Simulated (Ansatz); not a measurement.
# GaAs: one crystal by all-electron and frozen-core methods, part 2 of 2

The same cell of GaAs is computed with all-electron LAPW, frozen-core PAW and datasets made for this crystal, to set the results side by side.

Ansatz 0.2.0; DFT LDA; a database cell (COD). «Crystal datasets» are all-electron PAW datasets made for this crystal.

## 4. Datasets made for this crystal

Contents of input.yaml:

```yaml
crystal:
  lattice:
    - [0.0, 2.82685, 2.82685]
    - [2.82685, 0.0, 2.82685]
    - [2.82685, 2.82685, 0.0]
  atoms:
    - { symbol: Ga, position: [0.0, 0.0, 0.0] }
    - { symbol: As, position: [0.75, 0.75, 0.75] }
kpoints:
  mp_grid: { grid: [10, 10, 10] }
  band_path:
    path:
      - [0.0, 0.0, 0.0]
      - [-0.5, -0.5, 0.0]
      - [-0.375, -0.375, 0.25]
      - [-0.375, 0.0, 0.375]
      - [0.0, 0.0, 0.0]
      - [0.0, 0.0, 0.5]
      - [-0.5, -0.25, 0.25]
      - [-0.5, -0.5, 0.0]
    npoints: 8
scf:
  occupations: { method: fermi_dirac, width: 0.08 }
hamiltonian:
  xc: lda
  pseudopotentials: { kind: all_electron, datasets: crystal }
output:
  forces: true
  stress: true
  eigenvalues: true
  efg: { contact_densities: true }
```

Started as:

```
$ ansatz run input.yaml --threads 1 --pin off --max-ram 3072MiB --backend cpu --events-out ev --progress --plain --runs-dir out
```

The program printed:

```text
hamiltonian.pseudopotentials.datasets: crystal makes datasets for this crystal and solves the spheres of its atoms anew in each pass: cutoff 220.0 eV, the density's 1100.0 eV; for an error of 0.50 meV an atom under PBE, 1.0 meV for the cell; an energy difference from a run of another recipe may be off by several times the error for the cell, under r2SCAN by more, where some 0.1 meV an atom stays at smaller errors; Ga in spheres of 1.376 Å, 13 of its electrons in bands; As in spheres of 1.069 Å, 5 of its electrons in bands, 10 on its site; only band paths and densities of states list, in semicore columns, the levels of the semicore shells that are solved separately: 3d of As
Engine: ansatz 0.2.0
Pseudopotentials: kind: all_electron
Pseudopotential: Ga, paw, valence charge 13, recommended cutoff 220 eV (normal), Koelling and Harmon's equation, gaussian nucleus
Pseudopotential: As, paw, valence charge 15, recommended cutoff 220 eV (normal), Koelling and Harmon's equation, gaussian nucleus
Functional definition: SPW92
  exchange = slater_x
  correlation = pw_c
Crystal: 2 atoms, lattice volume = 45.179 Å³
Basis set: ecut = 220 eV, 331 PW (Γ)
Bands: 13, of which v1, the nominal top of the filled ones, is band 9 counted from 1 (8 counted from 0)
Symmetry: 24 space group operations
Space group: F-43m (ITA 216), of the structure as read, at distance tolerance 3.6e-5 Å
k-points: 47 of 1000 (time reversal used)
Non-local potential: Ga, projectors of the file, l = 0: 1, l = 1: 1, l = 2: 2
Non-local potential: As, projectors of the file, l = 0: 1, l = 1: 1
PAW form: soft (Blöchl's): semilocal exchange-correlation on the pseudo side does not see the compensation charge
PAW one-centre angular grid: Ga, 590 points (default); XC on its mesh's 1917 points in the sphere
PAW one-centre angular grid: As, 110 points (default); XC on its mesh's 1825 points in the sphere
Initial density: superposition of atomic densities (neutral atoms: chi_scale 0, normalization atom)
Initial wavefunctions: pseudopotential atomic-orbital guess
Functional: x = slater, c = lda
iter 1 solved again at ethr=3.35e-3 eV; its pass at ethr=1.00e-1 eV (dr2=6.03e-1 eV) is discarded
SCF iter   1: F=—  HF=-114266.347749 eV  |F-HF|=—  |Δ(HF+E_count)|=         —  Δρ=3.41e-2  dr2=6.34e-1  ethr=3.35e-3  ⟨swp⟩=3.4  Hψ=3504  notcnv=0
preconditioner: auto → none  [insulator: Δε(μ)=0.449 eV  Ē_g=15.101 eV  σ=0.080 eV  W_gap=0.83  n_scr=14 (ndim 8)  ℏωp=23.4 eV  f_vac=0.000  D(μ)=0.01/eV (n_scr^D=0)  ε∞_Penn≈3.4]
SCF iter   2: F=—  HF=-114266.152943 eV  |F-HF|=—  |Δ(HF+E_count)|=   1.95e-1  Δρ=1.34e-2  dr2=6.55e-2  ethr=3.35e-3  ⟨swp⟩=3.1  Hψ=1533  notcnv=0  defer=1
SCF iter   3: F=—  HF=-114266.140218 eV  |F-HF|=—  |Δ(HF+E_count)|=   1.27e-2  Δρ=4.31e-3  dr2=1.45e-2  ethr=3.64e-4  ⟨swp⟩=3.0  Hψ=1372  notcnv=0
iter 4 solved again at ethr=3.26e-7 eV; its pass at ethr=8.08e-5 eV (dr2=5.86e-5 eV) is discarded
SCF iter   4: F=—  HF=-114266.135747 eV  |F-HF|=—  |Δ(HF+E_count)|=   4.47e-3  Δρ=5.54e-4  dr2=6.37e-5  ethr=3.26e-7  ⟨swp⟩=3.0  Hψ=3305  notcnv=0
SCF iter   5: F=—  HF=-114266.135779 eV  |F-HF|=—  |Δ(HF+E_count)|=   3.19e-5  Δρ=2.05e-4  dr2=1.42e-5  ethr=3.26e-7  ⟨swp⟩=3.0  Hψ=1451  notcnv=0
SCF iter   6: F=—  HF=-114266.135798 eV  |F-HF|=—  |Δ(HF+E_count)|=   1.95e-5  Δρ=7.60e-5  dr2=1.21e-6  ethr=7.88e-8  ⟨swp⟩=3.0  Hψ=1339  notcnv=0
SCF iter   7: F=—  HF=-114266.135807 eV  |F-HF|=—  |Δ(HF+E_count)|=   8.26e-6  Δρ=8.82e-6  dr2=5.87e-8  ethr=6.70e-9  ⟨swp⟩=3.1  Hψ=1231  notcnv=0
SCF iter   8: F=-114266.135807 eV  HF=-114266.135807 eV  |F-HF|=6.11e-10  |Δ(HF+E_count)|=   4.40e-8  Δρ=1.20e-6  dr2=4.69e-10  ethr=3.26e-10  ⟨swp⟩=3.0  Hψ=1453  notcnv=0
SCF 1 converged in 8 iterations: F = -114266.135804 eV  dr2 = 4.69e-10
  Residual-converged pass: ⟨swp⟩=2.8  Hψ=1083  notcnv=0  max |occ|·‖R‖ = 5.3e-6 eV (tolerance 5.3e-6 eV)  dr2=4.71e-10  dr2_onsite=1.94e-9  max |Δocc| = 1.2e-9
NSCF: frozen V_eff on 57 k-points
SCF converged after 8 iterations
Free energy (F): -114266.135804 eV
Harris-Foulkes:  -114266.135804 eV  (|F-HF|=6.11e-10)
Internal energy: -114266.135402 eV  (E = F + TS)
E sigma→0 (E₀):  -114266.135603 eV
Entropy (-TS):   -0.000402 eV (-0.201 meV/atom)
Past the cutoff: the bands carry plane waves up to 1.75 times it, of which those up to 1.5 times it add -0.000234 eV an atom, each by itself; the spheres take 0.000455 eV an atom off the energy for waves past 1.75 times it
By the cutoff:   a pressure is off by up to 0.008 GPa (1.2 times the spheres' own share and the shells' term, over an atom's volume, and 0.004 GPa: a bound that held against runs at twice the plane waves)
Past the cutoffs: a stress includes 0.0030 GPa for waves and charges beyond them, in addition to the slope of what the spheres take
In the spheres:  the bands' charges fall short by 9.1e-7 e at most (sound up to 1e-3), those of shells solved beside the bands by 2.0e-7 e (sound up to 5e-4)
Fermi energy:    9.280176 eV
--- Per-component energies (eV) ---
  The terms above E_closure are by the made datasets' own strengths, without shells solved beside the bands.
--- Forces (eV/Å), atoms counted from 1 ---
  atom   1  Ga    -0.00000000    -0.00000000    -0.00000000
  atom   2  As     0.00000000     0.00000000     0.00000000
  max |Σ_I F_I| component: 1.02e-16 eV/Å
--- Stress (GPa, compression-positive) ---
       -1.838026       0.000000       0.000000
        0.000000      -1.838026       0.000000
       -0.000000       0.000000      -1.838026
  P = ⅓ Tr σ = -1.8380 GPa (-18.380 kbar)
  It holds what live shells' own plane waves past their cutoff add
--- PAW observables at the nuclei: V_zz in 10²¹ V/m², potentials from the cell's mean, atoms counted from 1 ---
  atom   1  Ga V_zz =    -0.000000   η = 0.0000   by run symmetry: forbidden
            electrostatic potential = -4127.230114 V   contact ρ = 186537.182568 e/Å³
  atom   2  As V_zz =    +0.000000   η = 0.0000   by run symmetry: forbidden
            electrostatic potential = -4510.859173 V   contact ρ = 234416.078056 e/Å³
--- Band table (eV; the first three rows and the last of 47) ---
  k-point 0: bands = ["-5.8340", "-5.8340", "-5.8340", "-5.7557", "-5.7557", "-3.7378", "9.0470", "9.0470", "9.0470", "9.3294", "12.7350"]
  k-point 1: bands = ["-5.8429", "-5.8317", "-5.8317", "-5.7559", "-5.7559", "-3.6206", "7.4578", "8.8873", "8.8873", "10.3710", "12.9604"]
  k-point 2: bands = ["-5.8646", "-5.8260", "-5.8260", "-5.7559", "-5.7559", "-3.2839", "5.6815", "8.5437", "8.5437", "10.4818", "13.4306"]
  k-point 46: bands = ["-5.9342", "-5.8011", "-5.7898", "-5.7682", "-5.7508", "-1.1945", "2.3380", "5.5654", "5.7367", "12.8713", "13.0007"]
```

Wall time 9.8 s (1 thread of Intel Xeon 6975P-C (Granite Rapids), shared host); peak memory 0.53 GiB.

This run gives: pressure -1.84 GPa; gap 0.28 eV, direct at Γ.

```csv
atom,contact density (e/Å³)
Ga1,186537.2
As2,234416.1
```

## 5. Comparison

Highest filled and lowest empty level at the labelled points (eV from each run's valence-band top):

```csv
point,LAPW top,LAPW bottom,PAW top,PAW bottom,crystal datasets top,crystal datasets bottom
Γ,0.00,0.28,0.00,0.28,0.00,0.28
X,-2.68,1.35,-2.68,1.35,-2.68,1.35
U,-2.26,1.86,-2.26,1.86,-2.26,1.86
K,-2.26,1.86,-2.26,1.86,-2.26,1.86
Γ,0.00,0.28,0.00,0.28,0.00,0.28
L,-1.14,0.85,-1.14,0.85,-1.14,0.85
W,-3.36,4.53,-3.36,4.53,-3.36,4.53
X,-2.68,1.35,-2.68,1.35,-2.68,1.35
```

```
          method  pressure (GPa)  gap (eV)  SCF cycles, all passes
            LAPW           -1.84      0.28                       7
             PAW           -1.87      0.28                       6
crystal datasets           -1.84      0.28                       8
```

## 6. Results

The summary covers parts 1 to 2.

| quantity | value |
| --- | --- |
| pressure | LAPW -1.84, PAW -1.87, crystal datasets -1.84 GPa |
| gap (LAPW) | 0.28 eV, direct at Γ |
| Bader charges (PAW) | Ga1 +0.61, As2 -0.61 e |
| highest ELF (PAW) | 0.77, 1.05 Å from As |

In words: The pressure of -1.8 GPa pushes the cell to shrink, with the atoms held in place. The gap is 0.28 eV, direct at Γ. It is the Kohn-Sham gap of a semilocal functional, which mostly lies below the gap found in experiment. A measured gap of GaAs is 1.412 eV (direct; 300 K; “Evidence of valence band perturbations in GaAsN/GaAs(001): A combined variable-angle spectroscopic ellipsometry and modulated photoreflectance investigation”, 2008, arxiv:0805.2212); the calculated 0.28 eV misses it by -80.0 %. So large a miss can be the level of theory's own, or it may mean another phase, state or a wrong row. 3 values of this kind are on record (1.412 to 1.51 eV); this one was drawn at random among those near their median, those with a stated uncertainty first. Semilocal functionals fall short of gaps. The calculation has no temperature and no excitons, and leaves out spin-orbit coupling. The top eV of the valence band is mostly As 4p (76 % of the projected weight). The projection holds only the free atom's occupied shells (Ga 4s, Ga 4p, As 4s, As 4p in this range). PAW lies -0.03 GPa from LAPW in pressure and less than 0.01 eV in the gap.
